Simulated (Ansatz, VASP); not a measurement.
**Two plane-wave programs on PbS (Galena)**

Contents of INCAR:

```
  PREC = Accurate
  ENCUT = 600
  EDIFF = 1E-6
  ISMEAR = 0
  SIGMA = 0.01
  LREAL = False
  LASPH = True
  NELM = 60
  ALGO = Normal
  ISIF = 3
  LWAVE = False
  LCHARG = False
  GGA = PS
  IBRION = 2
  NSW = 100
  EDIFFG = -0.005
```

Contents of KPOINTS:

```
regular mesh
0
Gamma
  10 10 10
```

The input POSCAR:

```
PbS
1.0
    0.0000000000      2.9657500000      2.9657500000
    2.9657500000      0.0000000000      2.9657500000
    2.9657500000      2.9657500000      0.0000000000
Pb S
1 1
Direct
    0.0000000000      0.0000000000      0.0000000000
    0.5000000000      0.5000000000      0.5000000000
```

Input for Ansatz:

```yaml
crystal:
  lattice:
    - [0.0, 2.96575, 2.96575]
    - [2.96575, 0.0, 2.96575]
    - [2.96575, 2.96575, 0.0]
  atoms:
    - { symbol: Pb, position: [0.0, 0.0, 0.0] }
    - { symbol: S, position: [0.5, 0.5, 0.5] }
basis:
  ecutwfc: 420
kpoints:
  mp_grid: { grid: [10, 10, 10] }
hamiltonian:
  xc: pbesol
scf:
  occupations: { method: gaussian, width: 0.01 }
output:
  forces: true
  stress: true
  eigenvalues: true
relax:
  adjacent_minimum: "off"
  f_tol: 0.005
  max_steps: 80
  cell: { stress_tol: 0.05 }
```

Alike in both runs: task relaxation of cell and atoms; functional PBEsol; k mesh 10 × 10 × 10; occupations gaussian, width 0.01 eV; no spin polarisation.

|  | VASP | Ansatz |
| --- | --- | --- |
| version | VASP 6.6.1 | Ansatz 0.2.0 |
| potentials or method | VASP PAW PBE potentials, release 64 (Pb_d, S) | scalar-relativistic, plane waves, PAW |
| plane-wave cutoff (eV) | 600 | 420 |
| valence electrons in the cell | 20 | 20 |

```csv
,VASP,Ansatz,Ansatz less VASP
"gap on the k mesh at the Fermi level, each at its own relaxed structure (eV)",0.20,0.19,-0.007
relaxed volume (Å³/atom),25.72,25.72,-0.004
relaxed cell length with the largest relative difference (Å),4.175,4.174,-0.0002
```

Caveats: the PAW data sets were made with another functional, which shifts forces and pressure a little (VASP); spin-orbit coupling is left out, which as a rule narrows the gap of such compounds by several tenths of an eV.
